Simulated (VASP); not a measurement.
# Sb (Fm-3m) in VASP: further runs

Runs on Sb. Level: LDA. Tasks: single point.

All numbers are computed with VASP 6.6.1; they aren't measurements. Logs are shortened: lines on timing, memory, paths and dates and some standing lists are left out, and cuts for length are marked.

**1. Starting point**

The structure is cubic, space group Fm-3m (No. 225). The conventional cell has a = 4.742 Å, b = 4.742 Å, c = 4.742 Å, α = 90.00°, β = 90.00°, γ = 90.00°. Sb (site symmetry m-3m) is surrounded by 12 Sb at 3.35 Å.

This isn't the form of Sb at room conditions, which is rhombohedral.

**2. Single point, LDA**

Input file INCAR:

```
PREC = Accurate
ENCUT = 520
EDIFF = 1E-7
ISMEAR = 0
SIGMA = 0.15
LREAL = False
LASPH = True
NELM = 100
ALGO = Normal
ISIF = 2
LWAVE = False
LCHARG = True
LELF = True
LVHAR = True
NBANDS = 8
```

Input file KPOINTS:

```
regular mesh
0
Gamma
  18 18 18
```

Input file POSCAR:

```
Sb
1.0
    0.0000000000      2.3712425216      2.3712425216
    2.3712425216      0.0000000000      2.3712425216
    2.3712425216      2.3712425216      0.0000000000
Sb
1
Direct
    0.0000000000      0.0000000000      0.0000000000
```

Potentials or basis: VASP PAW LDA potentials, release 64 (Sb).

Started as:

```bash
$ cat potpaw_LDA.64/Sb/POTCAR > POTCAR
$ mpirun -np 1 vasp_std > vasp.out
```

OUTCAR:

```text
PREC = Accurate
   ENCUT = 520
   EDIFF = 1E-7
   ISMEAR = 0
   LREAL = False
   LASPH = True
   NELM = 100
   ISIF = 2

 ion  position               nearest neighbor table
   1  0.000  0.000  0.000-

  LATTYP: Found a face centered cubic cell.
 ALAT       =     4.7424850432

  Lattice vectors:

 A1 = (   0.0000000000,   2.3712425216,   2.3712425216)
 A2 = (   2.3712425216,   0.0000000000,   2.3712425216)
 A3 = (   2.3712425216,   2.3712425216,   0.0000000000)

Analysis of symmetry for initial positions (statically):
=====================================================================
 Subroutine PRICEL returns:
 Original cell was already a primitive cell.

 Routine SETGRP: Setting up the symmetry group for a
 face centered cubic supercell.

 Subroutine GETGRP returns: Found 48 space group operations
 (whereof 48 operations were pure point group operations)
 out of a pool of 48 trial point group operations.

The static configuration has the point symmetry O_h .

Analysis of symmetry for dynamics (positions and initial velocities):
=====================================================================
 Subroutine PRICEL returns:
 Original cell was already a primitive cell.

 Routine SETGRP: Setting up the symmetry group for a
 face centered cubic supercell.

 Subroutine GETGRP returns: Found 48 space group operations
 (whereof 48 operations were pure point group operations)
 out of a pool of 48 trial point group operations.

The dynamic configuration has the point symmetry O_h .

 Subroutine INISYM returns: Found 48 space group operations
 (whereof 48 operations are pure point group operations),
 and found     1 'primitive' translations

----------------------------------------------------------------------------------------

                                     Primitive cell

  volume of cell :      26.6660

  direct lattice vectors                    reciprocal lattice vectors
     0.000000000  2.371242522  2.371242522    -0.210859916  0.210859916  0.210859916
     2.371242522  0.000000000  2.371242522     0.210859916 -0.210859916  0.210859916
     2.371242522  2.371242522  0.000000000     0.210859916  0.210859916 -0.210859916

  length of vectors
     3.353443334  3.353443334  3.353443334     0.365220089  0.365220089  0.365220089

  position of ions in fractional coordinates (direct lattice)
     0.000000000  0.000000000  0.000000000

  ion indices of the primitive-cell ions
   primitive index   ion index
                 1           1

----------------------------------------------------------------------------------------

 KPOINTS: regular mesh

Automatic generation of k-mesh.
 Grid dimensions read from file:
 generate k-points for:   18   18   18

 Generating k-lattice:

  Cartesian coordinates                     Fractional coordinates (reciprocal lattice)
    -0.011714440  0.011714440  0.011714440     0.055555556  0.000000000  0.000000000
     0.011714440 -0.011714440  0.011714440     0.000000000  0.055555556  0.000000000
     0.011714440  0.011714440 -0.011714440     0.000000000  0.000000000  0.055555556

  Length of vectors
     0.020290005  0.020290005  0.020290005

  Shift w.r.t. Gamma in fractional coordinates (k-lattice)
     0.000000000  0.000000000  0.000000000

 Subroutine IBZKPT returns following result:
 ===========================================

 Found    195 irreducible k-points:

 Following reciprocal coordinates:
            Coordinates               Weight
  0.000000  0.000000  0.000000      1.000000
  0.055556  0.000000  0.000000      8.000000
  0.111111  0.000000  0.000000      8.000000
  0.166667  0.000000  0.000000      8.000000
  0.222222  0.000000  0.000000      8.000000
  0.277778  0.000000  0.000000      8.000000
[... 16 lines left out ...]
 -0.277778  0.055556  0.000000     24.000000
 -0.222222  0.055556  0.000000     24.000000
 [... further k-points ...]
   k-points           NKPTS =    195   k-points in BZ     NKDIM =    195   number of bands    NBANDS=      8
   number of dos      NEDOS =    301   number of ions     NIONS =      1
   total plane-waves  NPLWV =  21952
   dimension x,y,z NGX =    28 NGY =   28 NGZ =   28
   dimension x,y,z NGXF=    56 NGYF=   56 NGZF=   56
   ions per type =               1
   NGX,Y,Z   is equivalent  to a cutoff of  13.88, 13.88, 13.88 a.u.
   NGXF,Y,Z  is equivalent  to a cutoff of  27.76, 27.76, 27.76 a.u.
 SYSTEM =  unknown system
   PREC   = accura    normal or accurate (medium, high low for compatibility)
   ISTART =      0    job   : 0-new  1-cont  2-samecut
   ICHARG =      2    charge: 1-file 2-atom 10-const
   ISPIN  =      1    spin polarized calculation?
   LNONCOLLINEAR =      F non collinear calculations
   LSORBIT =      F    spin-orbit coupling
   LASPH  =      T    aspherical Exc in radial PAW
   ENCUT  =  520.0 eV  38.22 Ry    6.18 a.u.   6.24  6.24  6.24*2*pi/ulx,y,z
   NELM   =    100;   NELMIN=  2; NELMDL= -5     # of ELM steps
   EDIFF  = 0.1E-06   stopping-criterion for ELM
   LREAL  =      F    real-space projection
   EDIFFG = 0.1E-05   stopping-criterion for IOM
   NSW    =      0    number of steps for IOM
   IBRION =     -1    ionic relax: 0-MD 1-quasi-New 2-CG
   NFREE  =      0    steps in history (QN), initial steepest desc. (CG)
   ISIF   =      2    stress and relaxation
   ISYM   =      2    0-nonsym 1-usesym 2-fastsym
   POTIM  = 0.5000    time-step for ionic-motion
   TEBEG  =    0.0;   TEEND  =   0.0 temperature during run
   PSTRESS=    0.0 pullay stress
   NELECT =       5.0000    total number of electrons
   NUPDOWN=      -1.0000    fix difference up-down
   EMIN   =  10.00;   EMAX   =-10.00  energy-range for DOS
   EFERMI =   0.00;   METHOD = LEGACY
   ISMEAR =     0;   SIGMA  =   0.15  broadening in eV -4-tet -1-fermi 0-gaus
   EFERMI_NEDOS =   21; number of points for ismear=-14 and -15
   IALGO  =     38    algorithm
   IMIX   =      4    mixing-type and parameters
     AMIX     =   0.40;   BMIX     =  1.00
     AMIX_MAG =   1.60;   BMIX_MAG =  1.00
  volume/ion in A,a.u.               =      26.67       179.95
  Fermi-wavevector in a.u.,A,eV,Ry     =   0.937013  1.770697 11.945820  0.877993
  Thomas-Fermi vector in A             =   2.064081
   LORBIT       =      0    0 simple, 1 ext, 2 COOP (PROOUT), +10 PAW based schemes
   GGA     = CA    functional components
   LHFCALC =     F    Hartree Fock is set to
   AEXX    =    0.0000 exact exchange contribution
   IVDW    =     0    specifies the selected vdW correction
   LEPSILON=     F    determine dielectric tensor
   LRPA    =     F    only Hartree local field effects (RPA)
 non-spin polarized calculation
 Gauss-broadening in eV      SIGMA  =   0.15
  energy-cutoff  :      520.00
  volume of cell :       26.67
 maximum number of plane-waves:       745
 NGX is ok and might be reduce to    28
   NGX = 13   NGY = 13   NGZ = 13

 number of electron       5.0000000 magnetization

 Free energy of the ion-electron system (eV)
  ---------------------------------------------------
  ext. energy  EPLUGINS =         0.00000000
  ---------------------------------------------------
  free energy    TOTEN  =        -4.52983235 eV

  energy without entropy =       -4.52250172  energy(sigma->0) =       -4.52616703

 E-fermi :   8.5612     XC(G=0): -10.4151

 val. band max:        8.5290723480   @ k =   0.2222   0.0000   0.0000
 cond. band min:       8.5636998265   @ k =  -0.4444   0.5000   0.0556
 fundamental gap:      0.0346274785
 Fermi energy:         8.5611653925

 k-point     1 :       0.0000    0.0000    0.0000
  band No.  band energies     occupation
      1      -4.4824      2.00000
      2      13.8320      0.00000
      3      13.8320      0.00000
      4      13.8320      0.00000
      5      18.3291      0.00000
      6      18.3291      0.00000
      7      18.3291      0.00000
      8      18.8682      0.00000

 k-point     2 :       0.0556    0.0000    0.0000
  band No.  band energies     occupation
      1      -4.4209      2.00000
      2      13.2243      0.00000
      3      13.7490      0.00000
      4      13.7490      0.00000
      5      17.7989      0.00000
      6      18.4609      0.00000
      7      18.4609      0.00000
      8      19.8044      0.00000

 k-point     3 :       0.1111    0.0000    0.0000
  band No.  band energies     occupation
      1      -4.2368      2.00000
      2      11.8370      0.00000
      3      13.5322      0.00000
      4      13.5322      0.00000
      5      17.3693      0.00000
      6      18.7927      0.00000
      7      18.7927      0.00000
      8      20.8934      0.00000

 k-point     4 :       0.1667    0.0000    0.0000
  band No.  band energies     occupation
      1      -3.9316      2.00000
      2      10.1969      0.00000
      3      13.2472      0.00000
      4      13.2472      0.00000
      5      17.0657      0.00000
      6      19.0864      0.00000
      7      19.0864      0.00000
      8      20.7634      0.00000

 k-point     5 :       0.2222    0.0000    0.0000
  band No.  band energies     occupation
      1      -3.5082      2.00000
      2       8.5291      1.23779
      3      12.9501      0.00000
      4      12.9501      0.00000
      5      16.8491      0.00000
      6      18.9437      0.00000
      7      18.9437      0.00000
      8      20.5854      0.00000

 k-point     6 :       0.2778    0.0000    0.0000
  band No.  band energies     occupation
      1      -2.9734      2.00000
      2       6.9255      2.00000
      3      12.6773      0.00000
      4      12.6773      0.00000
      5      16.7132      0.00000
      6      18.5245      0.00000
      7      18.5245      0.00000
      8      19.8570      0.00000

 k-point     7 :       0.3333    0.0000    0.0000
  band No.  band energies     occupation
      1      -2.3423      2.00000
      2       5.4396      2.00000
      3      12.4502      0.00000
      4      12.4502      0.00000
      5      16.6521      0.00000
      6      18.1132      0.00000
      7      18.1132      0.00000
      8      19.2225      0.00000

 k-point     8 :       0.3889    0.0000    0.0000
  band No.  band energies     occupation
      1      -1.6524      2.00000
      2       4.1289      2.00000
      3      12.2812      0.00000
      4      12.2812      0.00000
      5      16.6528      0.00000
      6      17.7955      0.00000
      7      17.7955      0.00000
      8      18.7180      0.00000

 k-point     9 :       0.4444    0.0000    0.0000
  band No.  band energies     occupation
      1      -1.0119      2.00000
      2       3.1122      2.00000
      3      12.1774      0.00000
      4      12.1774      0.00000
      5      16.6863      0.00000
      6      17.5980      0.00000
      7      17.5980      0.00000
      8      18.3801      0.00000

 k-point    10 :       0.5000    0.0000    0.0000
  band No.  band energies     occupation
      1      -0.7096      2.00000
      2       2.6840      2.00000
      3      12.1424      0.00000
      4      12.1424      0.00000
      5      16.7068      0.00000
      6      17.5313      0.00000
      7      17.5313      0.00000
      8      18.2580      0.00000
[... 78 lines left out ...]
 k-point    18 :       0.4444    0.0556    0.0000
  band No.  band energies     occupation
      1      -1.1569      2.00000
      2       3.4587      2.00000
      3      11.8683      0.00000
      4      11.8975      0.00000
      5      16.5981      0.00000
      6      17.3711      0.00000
      7      18.0077      0.00000
      8      19.3199      0.00000

 k-point    19 :       0.5000    0.0556    0.0000
  band No.  band energies     occupation
      1      -0.6989      2.00000
      2       2.7920      2.00000
      3      11.6795      0.00000
      4      11.9634      0.00000
      5      16.6655      0.00000
      6      17.2484      0.00000
      7      17.7879      0.00000
      8      19.2161      0.00000

 k-point    20 :      -0.4444    0.0556    0.0000
  band No.  band energies     occupation
      1      -0.8044      2.00000
      2       2.9396      2.00000
      3      11.5638      0.00000
      4      12.1100      0.00000
      5      16.8486      0.00000
      6      17.1420      0.00000
      7      17.6904      0.00000
      8      19.3072      0.00000

 k-point    21 :      -0.3889    0.0556    0.0000
  band No.  band energies     occupation
      1      -1.3736      2.00000
      2       3.8008      2.00000
      3      11.5294      0.00000
      4      12.3279      0.00000
      5      17.0493      0.00000
      6      17.1645      0.00000
      7      17.7214      0.00000
      8      19.5707      0.00000

 k-point    22 :      -0.3333    0.0556    0.0000
  band No.  band energies     occupation
      1      -2.0636      2.00000
      2       5.0285      2.00000
      3      11.5811      0.00000
      4      12.6036      0.00000
      5      17.0204      0.00000
      6      17.5781      0.00000
      7      17.8829      0.00000
      8      19.9714      0.00000

 k-point    23 :      -0.2778    0.0556    0.0000
  band No.  band energies     occupation
      1      -2.7194      2.00000
      2       6.4581      2.00000
      3      11.7198      0.00000
      4      12.9179      0.00000
      5      17.0431      0.00000
      6      18.1016      0.00000
      7      18.1671      0.00000
      8      20.4512      0.00000

 k-point    24 :      -0.2222    0.0556    0.0000
  band No.  band energies     occupation
      1      -3.2880      2.00000
      2       8.0190      2.00000
      3      11.9433      0.00000
      4      13.2447      0.00000
      5      17.1238      0.00000
      6      18.5342      0.00000
      7      18.6964      0.00000
      8      20.5544      0.00000

 [... further k-points ...]
[... 5 lines left out ...]
  --------------------------------------------------------------------------------------
  -------------------------------------------------------------------------------------
  Total       -0.3780466     -0.3780466     -0.3780466      0.0000000      0.0000000      0.0000000
  in kB      -22.7142288    -22.7142288    -22.7142288      0.0000000      0.0000000      0.0000000
  external PRESSURE =     -22.7142288 kB  Pullay stress =       0.0000000 kB

 VOLUME and BASIS-vectors are now :
 -----------------------------------------------------------------------------
  energy-cutoff  :      520.00
  volume of cell :       26.67
      direct lattice vectors                 reciprocal lattice vectors
     0.000000000  2.371242522  2.371242522    -0.210859916  0.210859916  0.210859916
     2.371242522  0.000000000  2.371242522     0.210859916 -0.210859916  0.210859916
     2.371242522  2.371242522  0.000000000     0.210859916  0.210859916 -0.210859916

 POSITION                                       TOTAL-FORCE (eV/Angst)
 -----------------------------------------------------------------------------------
      0.00000      0.00000      0.00000         0.000000      0.000000      0.000000
 -----------------------------------------------------------------------------------
    total drift:                                0.000000      0.000000      0.000000

  FREE ENERGIE OF THE ION-ELECTRON SYSTEM (eV)
  ---------------------------------------------------
  free  energy   TOTEN  =        -4.5298323489 eV

  energy  without entropy=       -4.5225017210  energy(sigma->0) =       -4.52616703
```

Wall time 16 s (1 thread of Intel Xeon 6975P-C (Granite Rapids), shared host); peak memory 0.16 GiB.

Results:

| Property | Result |
| --- | --- |
| Free energy | -4.5298 eV |
| Pressure | -2.3 GPa |
| Band gap on the k mesh | none (metal or under the smearing width) |

**3. Single point, LDA**

Input file INCAR:

```
SYSTEM = Sb
PREC = Accurate
ENCUT = 520
EDIFF = 1E-6
ISMEAR = 0
SIGMA = 0.15
LREAL = .False.
LASPH = .True.
NELM = 100
ALGO = Normal
ISIF = 2
LWAVE = .False.
LCHARG = .True.
LELF = .True.
LVHAR = .True.
NBANDS = 8
```

Input file KPOINTS:

```
regular mesh
0
Gamma
  20 20 20
  0 0 0
```

POSCAR is that of step 2.

Potentials or basis: VASP PAW LDA potentials, release 64 (Sb).

Started as:

```bash
$ cat potpaw_LDA.64/Sb/POTCAR > POTCAR
$ mpirun -np 1 vasp_std > vasp.out
```

It took 20 s on 1 thread of Intel Xeon 6975P-C (Granite Rapids), shared host; peak memory 0.18 GiB.

Results (log left out):

```
Free energy            : -4.5298 eV
Pressure               : -2.3 GPa
Band gap on the k mesh : none (metal or under the smearing width)
```

Levels at points of the mesh, in eV from the Fermi level:
```csv
k point,band 1,band 2,band 3,band 4,band 5,band 6
"(0.00, 0.00, 0.00)",-13.04,5.27,5.27,5.27,9.77,9.77
"(0.50, 0.00, 0.00)",-9.27,-5.87,3.58,3.58,8.15,8.97
"(0.50, 0.50, 0.00)",-7.64,-4.98,0.33,0.33,4.16,4.62
```

The run has no spin-orbit coupling, so splittings on Sb are missing.
